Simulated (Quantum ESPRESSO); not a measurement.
A run of Quantum ESPRESSO 7.5 is set up as follows.

pw.in

```
&CONTROL
  calculation = 'vc-relax'
  prefix = 'pwscf'
  outdir = './tmp'
  pseudo_dir = './pseudo'
  tprnfor = .true.
  tstress = .true.
  disk_io = 'low'
  nstep = 40
  forc_conv_thr = 0.0004
  etot_conv_thr = 1d-05
/
&SYSTEM
  ibrav = 0
  A = 2.96560781
  nat = 2
  ntyp = 2
  ecutwfc = 63
  ecutrho = 506
  nbnd = 9
  occupations = 'smearing'
  smearing = 'fd'
  degauss = 0.00367493
/
&ELECTRONS
  conv_thr = 4d-10
  electron_maxstep = 120
  mixing_beta = 0.5
/
&IONS
  ion_dynamics = 'bfgs'
/
&CELL
  cell_dynamics = 'bfgs'
  press = 20
  press_conv_thr = 0.3
/
ATOMIC_SPECIES
Mg    24.3050 Mg.pbe-n-kjpaw_psl.0.3.0.UPF
O     15.9990 O.pbe-n-kjpaw_psl.0.1.UPF
CELL_PARAMETERS alat
   0.0000000000    0.7071067812    0.7071067812
   0.7071067812    0.0000000000    0.7071067812
   0.7071067812    0.7071067812    0.0000000000
ATOMIC_POSITIONS alat
Mg     0.0000000000    0.0000000000    0.0000000000
O      0.7071067812    0.7071067812    0.7071067812
K_POINTS automatic
11 11 11 0 0 0
```

Potentials or basis: SSSP 1.3 efficiency PBE.

Command:

```bash
$ OMP_NUM_THREADS=1 pw.x -in pw.in > pw.out
```

**Question.** Predict the space group after relaxing (to 0.05 Å).

**Answer.** Fm-3m (No. 225).

**Question.** Estimate the relaxed volume.

**Answer.** 9.45 Å³/atom.

Step by step:
```csv
step,energy change (eV),largest force (eV/Å),pressure (GPa),volume (Å³)
1,0.0000,0.0000,6.16,18.44
2,-0.0106,0.0000,2.53,18.84
3,-0.0114,0.0000,2.02,18.90
```
